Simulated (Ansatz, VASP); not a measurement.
NaI: VASP beside Ansatz

File INCAR:

```
SYSTEM = NaI
ALGO = Fast
EDIFF = 1E-7
ENCUT = 520
GGA = PE
ISIF = 2
ISMEAR = 0
LASPH = .TRUE.
LCHARG = .FALSE.
LREAL = .FALSE.
LWAVE = .FALSE.
NBANDS = 14
NELM = 60
PREC = Accurate
SIGMA = 0.05
```

File KPOINTS:

```
k-points
0
G
  8 8 8
  0 0 0
```

File POSCAR:

```
NaI
1.0
    0.0000000000      2.9653849225      3.8550003993
    2.9653849225      0.0000000000      3.8550003993
    2.9653849225      2.9653849225      0.0000000000
Na I
1 1
Direct
    0.0000000000      0.0000000000      0.0000000000
    0.5000000000      0.5000000000      0.5000000000
```

Input for Ansatz:

```yaml
crystal:
  lattice:
    - [0.0, 2.9653849225, 3.8550003993]
    - [2.9653849225, 0.0, 3.8550003993]
    - [2.9653849225, 2.9653849225, 0.0]
  atoms:
    - { symbol: Na, position: [0.0, 0.0, 0.0] }
    - { symbol: I, position: [0.5, 0.5, 0.5] }
basis:
  ecutwfc: 420
kpoints:
  mp_grid: { grid: [8, 8, 8] }
hamiltonian:
  xc: pbe
scf:
  occupations: { method: gaussian, width: 0.05 }
output:
  forces: true
  stress: true
  eigenvalues: true
```

Alike in both runs: task single point; functional PBE; k mesh 8 × 8 × 8; occupations gaussian, width 0.05 eV; no spin polarisation.

|  | VASP | Ansatz |
| --- | --- | --- |
| version | VASP 6.6.1 | Ansatz 0.2.0 |
| potentials or method | VASP PAW PBE potentials, release 64 (Na_pv, I) | scalar-relativistic, plane waves, PAW |
| plane-wave cutoff (eV) | 520 | 420 |
| valence electrons in the cell | 14 | 26 |

Ansatz gave:

```
gap on the k mesh at the Fermi level (eV)       : 3.77
least direct gap on the mesh (eV)               : 3.80
pressure (GPa)                                  : 3.0
largest component of the traceless stress (GPa) : 3.93
```

Q: Estimate VASP's values.

A: gap on the k mesh at the Fermi level (eV): 3.76; least direct gap on the mesh (eV): 3.79; pressure (GPa): 3.0; largest component of the traceless stress (GPa): 3.96.

The two sets of potentials don't hold the same shells in valence.

Caveats: spin-orbit coupling is left out, which moves the levels of the heavy elements. Expect the measured gap to be larger: semilocal functionals such as PBE lack the derivative discontinuity. A k mesh can miss the band edges.
